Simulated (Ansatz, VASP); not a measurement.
## Mo: VASP beside Ansatz

```
Mo
1.0
     2.69448    0.00000    0.00000
    -1.34724    2.33349    0.00000
     0.00000    0.00000    2.63184
Mo
1
Direct
  0.00000 0.00000 0.50000
```

Change from the starting cell: strain -0.015 along x and y, +0.030 along z, atoms carried along.

Alike in both runs: task single point; functional PBEsol; k mesh 18 × 18 × 18; occupations gaussian, width 0.15 eV; no spin polarisation.

|  | VASP | Ansatz |
| --- | --- | --- |
| version | VASP 6.6.1 | Ansatz 0.2.0 |
| potentials or method | VASP PAW PBE potentials, release 64 (Mo_sv) | scalar-relativistic, plane waves, PAW |
| plane-wave cutoff (eV) | 520 | 420 |
| valence electrons in the cell | 14 | 14 |

|  | VASP | Ansatz | Ansatz less VASP |
| --- | --- | --- | --- |
| gap on the k mesh at the Fermi level (eV) | none | none | - |
| pressure (GPa) | -2.3 | -2.8 | -0.47 |
| largest component of the traceless stress (GPa) | 14.66 | 14.64 | -0.024 |

A gap of «none» marks a metal or a gap that the smearing closes. With one functional, cell and mesh, what is left measures potentials, basis and numerics.

Caveats: the PAW data sets were made with another functional, which shifts forces and pressure a little (VASP).
